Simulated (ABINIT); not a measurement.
Runs of ABINIT 10.8.3 (patched build) on V. Symmetry: Im-3m, No. 229, cubic system. The conventional cell has a = 3.029 Å, b = 3.029 Å, c = 3.029 Å, α = 90.00°, β = 90.00°, γ = 90.00°. V (site symmetry m-3m) has 8 V at 2.62 Å as nearest neighbours. 

```tsv
task	level	potentials or basis	k mesh	cutoff (eV)	smearing	fine-grid cutoff	mesh quality	gap on the mesh (eV)	pressure (GPa)	moment (μB)
band structure	LDA	JTH PAW LDA v2.0	12 × 12 × 12	408	fermi-dirac 0.05 eV	816.342 eV	not flagged	none	-17.2	0.00
single point	PBE	JTH PAW PBE v2.0	12 × 12 × 12	408	fermi-dirac 0.05 eV	816.342 eV	not flagged	none	(b)	0.00
single point	r2SCAN	JTH PAW PBE v2.0	7 × 7 × 7	490	fermi-dirac 0.05 eV	979.61 eV	coarse	none	-	0.35
single point	LDA	JTH PAW LDA v2.0	5 × 5 × 5	408	fermi-dirac 0.05 eV	816.342 eV	coarse	none	(d)	0.18
band structure	PW91	JTH PAW PBE v2.0	12 × 12 × 12	408	fermi-dirac 0.05 eV	816.342 eV	not flagged	none	-5.5	0.00
single point	PBE	JTH PAW PBE v2.0	7 × 7 × 7	408	fermi-dirac 0.05 eV	816.342 eV	coarse	none	-4.6	0.00
single point	LDA	JTH PAW LDA v2.0	7 × 7 × 7	408	fermi-dirac 0.05 eV	816.342 eV	coarse	none	(c)	0.00
band structure	AM05	JTH PAW PBE v2.0	12 × 12 × 12	408	fermi-dirac 0.05 eV	816.342 eV	not flagged	none	-11.5	0.00
single point	r2SCAN	JTH PAW PBE v2.0	10 × 10 × 10	490	fermi-dirac 0.05 eV	979.61 eV	not flagged	none	-	0.00
band structure	r2SCAN	Ansatz PAW PBE default generated set, frozen core	8 × 8 × 8	490	fermi-dirac 0.05 eV	979.61 eV	coarse	none	-	0.28
single point	PBE	JTH PAW PBE v2.0	12 × 12 × 12	408	methfessel-paxton 0.1 eV	816.342 eV	not flagged	none	-4.8	(a)
```

Alike in all rows: spin collinear, ferromagnetic start; cell as given.

Estimate the missing entries.

(a) 0.05; (b) -4.9; (c) -16.6; (d) -15.3.

Caveats: some runs use coarse meshes; the PAW data sets were made with another functional, which shifts forces and pressure a little (some runs); so large a pressure means that the cell lies far from this level's equilibrium, or that cutoff or potentials fall short (some runs).

A k mesh can miss the band edges.

A gap of «none» marks a metal or a gap under the smearing width.

Not every run made on this cell is shown here.
